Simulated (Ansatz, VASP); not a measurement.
# ZnAu: VASP beside Ansatz

File INCAR:

```
SYSTEM = ZnAu
PREC     = Accurate       ! precision mode
ENCUT    = 520            ! plane-wave cutoff, eV
EDIFF    = 1E-6           ! SCF threshold, eV
ISMEAR   = 0              ! smearing method
SIGMA    = 0.1            ! smearing width, eV
LREAL    = .False.        ! projectors in reciprocal space
LASPH    = .True.         ! aspherical terms in the spheres
NELM     = 80             ! most SCF steps
ALGO     = Fast           ! electronic algorithm
ISIF     = 2              ! what is computed and relaxed
LWAVE    = .False.        ! write WAVECAR
LCHARG   = .False.        ! write CHGCAR
GGA      = PE             ! functional
NBANDS   = 18             ! bands
```

File KPOINTS:

```
regular mesh
0
Gamma
  12 12 12
  0 0 0
```

File POSCAR:

```
ZnAu
1.0
    3.0690488100     -0.0629400000     -0.0629400000
   -0.0629400000      3.0690488100     -0.0629400000
   -0.0629400000     -0.0629400000      3.0690488100
Zn Au
1 1
Direct
    0.4724809214      0.4724809214      0.4724809214
    0.0275190786      0.0275190786      0.0275190786
```

Input for Ansatz:

```yaml
crystal:
  lattice:
    - [3.06904881, -0.06294, -0.06294]
    - [-0.06294, 3.06904881, -0.06294]
    - [-0.06294, -0.06294, 3.06904881]
  atoms:
    - { symbol: Zn, position: [0.4724809214, 0.4724809214, 0.4724809214] }
    - { symbol: Au, position: [0.0275190786, 0.0275190786, 0.0275190786] }
basis:
  ecutwfc: 420
kpoints:
  mp_grid: { grid: [12, 12, 12] }
hamiltonian:
  xc: pbe
scf:
  occupations: { method: gaussian, width: 0.1 }
output:
  forces: true
  stress: true
  eigenvalues: true
  populations: true
```

Alike in both runs: task single point; functional PBE; k mesh 12 × 12 × 12; occupations gaussian, width 0.1 eV; no spin polarisation.

|  | VASP | Ansatz |
| --- | --- | --- |
| version | VASP 6.6.1 | Ansatz 0.2.0 |
| potentials or method | VASP PAW PBE potentials, release 64 (Zn, Au) | scalar-relativistic, plane waves, PAW |
| plane-wave cutoff (eV) | 520 | 420 |
| valence electrons in the cell | 23 | 31 |

|  | VASP | Ansatz | Ansatz less VASP |
| --- | --- | --- | --- |
| gap on the k mesh at the Fermi level (eV) | none | none | - |
| pressure (GPa) | 27.7 | 27.4 | -0.33 |
| largest component of the traceless stress (GPa) | 11.33 | 11.14 | -0.189 |
| rms of the force components (eV/Å) | 1.922 | 1.891 | -0.0307 |

Atom by atom the forces differ by 0.031 eV/Å (rms over components). A gap of «none» marks a metal or a gap that the smearing closes. The functional is the same, so the differences come from potentials, cutoffs and numerics. The two sets of potentials don't hold the same shells in valence.

Caveats: so large a pressure means that the cell lies far from this level's equilibrium, or that cutoff or potentials fall short (VASP); forces of over 1 eV/Å show positions far from the minimum, so gaps and moduli don't describe the material at rest. The runs have no spin-orbit coupling, so splittings on Au are missing.
